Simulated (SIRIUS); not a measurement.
The system is HfB2.

```xyz
3
Lattice="3.1400 0.0000 0.0000 -1.5700 2.7193 0.0000 0.0000 0.0000 3.4800" Properties=species:S:1:pos:R:3 pbc="T T T"
Hf    0.0000    0.0000    0.0000
B     1.5700    0.9064    1.7400
B     0.0000    1.8129    1.7400
```

- Program: SIRIUS 7.12.0
- Task: relaxation of cell and atoms
- Functional: PBEsol
- Dispersion: D4
- Potentials or basis: PseudoDojo 0.4.1 PBE standard (scalar relativistic)
- Cutoff: 1054 eV
- Density cutoff: 4214 eV
- k mesh: 5 × 5 × 4
- Occupations: fermi-dirac, width 0.05 eV
- Spin: no spin polarisation

At the start: pressure -6.0 GPa; volume 9.90 Å³/atom.

Problem. How do energy, volume and symmetry change on relaxing?

Solution. Over 5 steps the energy falls by 5.4 meV/atom and the volume is 9.67 Å³/atom (-2.4 %); space group P6/mmm (No. 191, to 0.05 Å).

The path:
```csv
step,energy change (eV),largest force (eV/Å),pressure (GPa),volume (Å³)
1,0.0000,0.0000,-5.98,29.71
2,-0.0057,0.0000,-4.70,29.56
3,-0.0154,0.0000,0.45,28.96
4,-0.0156,0.0000,0.32,28.98
5,-0.0162,0.0000,-0.04,29.01
```

Final structure:
```xyz
3
Lattice="3.1266 0.0000 0.0000 -1.5633 2.7077 0.0000 0.0000 0.0000 3.4263" Properties=species:S:1:pos:R:3 pbc="T T T"
Hf    0.0000    0.0000    0.0000
B     1.5633    0.9026    1.7131
B     0.0000    1.8052    1.7131
```

Caveat: the k mesh is coarse (spacing up to 0.46 Å⁻¹), so the values aren't converged; the potentials were made for another functional, which shifts forces and pressure; pairwise dispersion overbinds metals, which lowers pressure and volume.
